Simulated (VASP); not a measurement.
# BN (Qingsongite) (F-43m) in VASP: notebook, part 2 of 2

VASP 6.6.1. Earlier steps stand in the parts before.

### 3 Single point, r2SCAN

This run uses another cell than the first one, of 5.88 Å³/atom, 1.020 times its volume.

POSCAR

```
BN
1.0
    0.0000000000      1.8044216300      1.8044216300
    1.8044216300      0.0000000000      1.8044216300
    1.8044216300      1.8044216300      0.0000000000
B N
1 1
Direct
    0.0000000000      0.0000000000      0.0000000000
    0.2500000000      0.2500000000      0.2500000000
```

INCAR.step1

```
SYSTEM = BN
PREC = Accurate ; ENCUT = 520
ISMEAR = -1 ; SIGMA = 0.02
LREAL = .FALSE. ; LASPH = .TRUE.
NELM = 80 ; NBANDS = 11
GGA = PE ; ALGO = Normal
EDIFF = 1E-4 ; LWAVE = .TRUE.
LCHARG = .FALSE.
```

INCAR.step2

```
SYSTEM = BN
PREC = Accurate ; ENCUT = 520
EDIFF = 1E-7 ; ISMEAR = -1
SIGMA = 0.02 ; LREAL = .FALSE.
LASPH = .TRUE. ; NELM = 80
ALGO = Normal ; ISIF = 2
LWAVE = .FALSE. ; LCHARG = .FALSE.
METAGGA = R2SCAN ; LMIXTAU = .TRUE.
NBANDS = 11 ; ISTART = 1
```

KPOINTS

```
Automatic mesh
0
G
  14 14 14
  0 0 0
```

Potentials or basis: VASP PAW PBE potentials, release 64 (B, N).

Run with:

```sh
$ cat potpaw_PBE.64/B/POTCAR potpaw_PBE.64/N/POTCAR > POTCAR
$ cp INCAR.step1 INCAR
$ mpirun -np 1 vasp_std > vasp.out
$ cp INCAR.step2 INCAR
$ mpirun -np 1 vasp_std > vasp.out
```

OUTCAR:

```text
SYSTEM = BN
   PREC = Accurate
   ENCUT = 520
   EDIFF = 1E-7
   ISMEAR = -1
   LREAL = .FALSE.
   LASPH = .TRUE.
   NELM = 80
   ISIF = 2
   METAGGA = R2SCAN
   ISTART = 1

 ion  position               nearest neighbor table
   1  0.000  0.000  0.000-   2 1.56   2 1.56   2 1.56   2 1.56
   2  0.250  0.250  0.250-   1 1.56   1 1.56   1 1.56   1 1.56

  LATTYP: Found a face centered cubic cell.
 ALAT       =     3.6088432600

  Lattice vectors:

 A1 = (   0.0000000000,   1.8044216300,   1.8044216300)
 A2 = (   1.8044216300,   0.0000000000,   1.8044216300)
 A3 = (   1.8044216300,   1.8044216300,   0.0000000000)

Analysis of symmetry for initial positions (statically):
=====================================================================
 Subroutine PRICEL returns:
 Original cell was already a primitive cell.

 Routine SETGRP: Setting up the symmetry group for a
 face centered cubic supercell.

 Subroutine GETGRP returns: Found 24 space group operations
 (whereof 24 operations were pure point group operations)
 out of a pool of 48 trial point group operations.

The static configuration has the point symmetry T_d .

Analysis of symmetry for dynamics (positions and initial velocities):
=====================================================================
 Subroutine PRICEL returns:
 Original cell was already a primitive cell.

 Routine SETGRP: Setting up the symmetry group for a
 face centered cubic supercell.

 Subroutine GETGRP returns: Found 24 space group operations
 (whereof 24 operations were pure point group operations)
 out of a pool of 48 trial point group operations.

The dynamic configuration has the point symmetry T_d .

 Subroutine INISYM returns: Found 24 space group operations
 (whereof 24 operations are pure point group operations),
 and found     1 'primitive' translations

----------------------------------------------------------------------------------------
[... 118 lines left out ...]
   METAGGA = R2SCAN    functional components
   LHFCALC =     F    Hartree Fock is set to
   AEXX    =    0.0000 exact exchange contribution
   IVDW    =     0    specifies the selected vdW correction
   LEPSILON=     F    determine dielectric tensor
   LRPA    =     F    only Hartree local field effects (RPA)
 non-spin polarized calculation
  energy-cutoff  :      520.00
  volume of cell :       11.75
 maximum number of plane-waves:       332
   NGX =  9   NGY =  9   NGZ =  9

 number of electron       7.9999999 magnetization

 Free energy of the ion-electron system (eV)
  ---------------------------------------------------
  ext. energy  EPLUGINS =         0.00000000
  ---------------------------------------------------
  free energy    TOTEN  =       -19.17150502 eV

  energy without entropy =      -19.17150502  energy(sigma->0) =      -19.17150502

 E-fermi :   7.6731     XC(G=0): -13.6735

 val. band max:        7.3054726180   @ k =   0.0000   0.0000   0.0000
 cond. band min:      12.2879274273   @ k =   0.5000   0.5000   0.0000
 fundamental gap:      4.9824548093
 Fermi energy:         7.6730972464

 k-point     1 :       0.0000    0.0000    0.0000
  band No.  band energies     occupation
      1     -14.0452      2.00000
      2       7.3055      2.00000
      3       7.3055      2.00000
      4       7.3055      2.00000
      5      16.8569      0.00000
      6      16.8569      0.00000
      7      16.8569      0.00000
      8      18.4558      0.00000
      9      33.5390      0.00000
     10      36.1121      0.00000
     11      36.1121      0.00000
[... 309 lines left out ...]
 k-point    24 :       0.2857    0.1429    0.0000
  band No.  band energies     occupation
      1     -12.2136      2.00000
      2       2.0193      2.00000
      3       4.8613      2.00000
      4       5.3583      2.00000
      5      16.2558      0.00000
      6      19.8341      0.00000
      7      20.3909      0.00000
      8      21.0512      0.00000
      9      27.7851      0.00000
     10      35.1438      0.00000
     11      35.9402      0.00000

 [... further k-points ...]

------------------------ aborting loop because EDIFF is reached ----------------------------------------

  FORCE on cell =-STRESS in cart. coord.  units (eV):
  Direction    XX          YY          ZZ          XY          YZ          ZX
  --------------------------------------------------------------------------------------
  -------------------------------------------------------------------------------------
  Total        0.1036110      0.1036110      0.1036110     -0.0000000      0.0000000      0.0000000
  in kB       14.1277358     14.1277358     14.1277358     -0.0000000      0.0000000      0.0000000
  external PRESSURE =      14.1277358 kB  Pullay stress =       0.0000000 kB

 VOLUME and BASIS-vectors are now :
 -----------------------------------------------------------------------------
  energy-cutoff  :      520.00
  volume of cell :       11.75
      direct lattice vectors                 reciprocal lattice vectors
     0.000000000  1.804421630  1.804421630    -0.277097100  0.277097100  0.277097100
     1.804421630  0.000000000  1.804421630     0.277097100 -0.277097100  0.277097100
     1.804421630  1.804421630  0.000000000     0.277097100  0.277097100 -0.277097100

 POSITION                                       TOTAL-FORCE (eV/Angst)
 -----------------------------------------------------------------------------------
      0.00000      0.00000      0.00000        -0.000000     -0.000000     -0.000000
      0.90221      0.90221      0.90221         0.000000      0.000000      0.000000
 -----------------------------------------------------------------------------------
    total drift:                                0.000000      0.000000      0.000000

  FREE ENERGIE OF THE ION-ELECTRON SYSTEM (eV)
  ---------------------------------------------------
  free  energy   TOTEN  =       -19.1715050201 eV

  energy  without entropy=      -19.1715050201  energy(sigma->0) =      -19.17150502
```

Wall time 74 s (1 thread of AMD EPYC 7R43 (Zen 3), shared host); peak memory 0.09 GiB.

Results:

```
Free energy            : -19.1715 eV
Pressure               : 1.4 GPa
Band gap on the k mesh : 4.98 eV, indirect (least direct gap 9.55 eV)
```

Caveat: the PAW data sets were made with another functional, which shifts forces and pressure a little.

### 4 Against experiment

Step 3. A measured gap of BN is 6.4 eV (indirect; 300 K; a printed reference work, monograph); the calculated 4.98 eV misses it by -1.42 eV. The value is that of r2SCAN on a finite k mesh, which can miss the band edges, without temperature or zero-point motion.
